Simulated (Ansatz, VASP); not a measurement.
# BAs: VASP beside Ansatz

INCAR

```
SYSTEM = BAs
ALGO = Normal
EDIFF = 1E-6
ENCUT = 520
GGA = PE
ISIF = 2
ISMEAR = 0
LASPH = .True.
LCHARG = .False.
LREAL = .False.
LWAVE = .False.
NELM = 60
PREC = Accurate
SIGMA = 0.023
```

KPOINTS

```
k-points
0
Gamma
  10 10 10
  0 0 0
```

The input POSCAR:

```
BAs
1.0
    0.0000000000      2.3885000000      2.3885000000
    2.3885000000      0.0000000000      2.3885000000
    2.3885000000      2.3885000000      0.0000000000
As B
1 1
Direct
    0.7500000000      0.7500000000      0.7500000000
    0.0000000000      0.0000000000      0.0000000000
```

The input input.yaml:

```yaml
crystal:
  lattice:
    - [0.0, 2.3885, 2.3885]
    - [2.3885, 0.0, 2.3885]
    - [2.3885, 2.3885, 0.0]
  atoms:
    - { symbol: As, position: [0.75, 0.75, 0.75] }
    - { symbol: B, position: [0.0, 0.0, 0.0] }
hamiltonian:
  xc: pbe
  pseudopotentials: { kind: paw }
kpoints:
  mp_grid: { grid: [10, 10, 10] }
scf:
  occupations: { method: gaussian, width: 0.023 }
output:
  forces: true
  stress: true
  eigenvalues: true
```

Alike in both runs: task single point; functional PBE; k mesh 10 × 10 × 10; occupations gaussian, width 0.023 eV; no spin polarisation.

|  | VASP | Ansatz |
| --- | --- | --- |
| version | VASP 6.6.1 | Ansatz 0.2.0 |
| potentials or method | VASP PAW PBE potentials, release 64 (As, B) | Ansatz PAW |
| plane-wave cutoff (eV) | 520 | 420 |
| valence electrons in the cell | 8 | 18 |

VASP gave:

| Item | Value |
| --- | --- |
| gap on the k mesh at the Fermi level (eV) | 1.18 |
| least direct gap on the mesh (eV) | 3.28 |
| pressure (GPa) | 3.4 |

Q: What did Ansatz give for the same quantities?

A: gap on the k mesh at the Fermi level (eV): 1.18; least direct gap on the mesh (eV): 3.28; pressure (GPa): 2.8.

The two sets of potentials don't hold the same shells in valence.

A k mesh can miss the band edges.
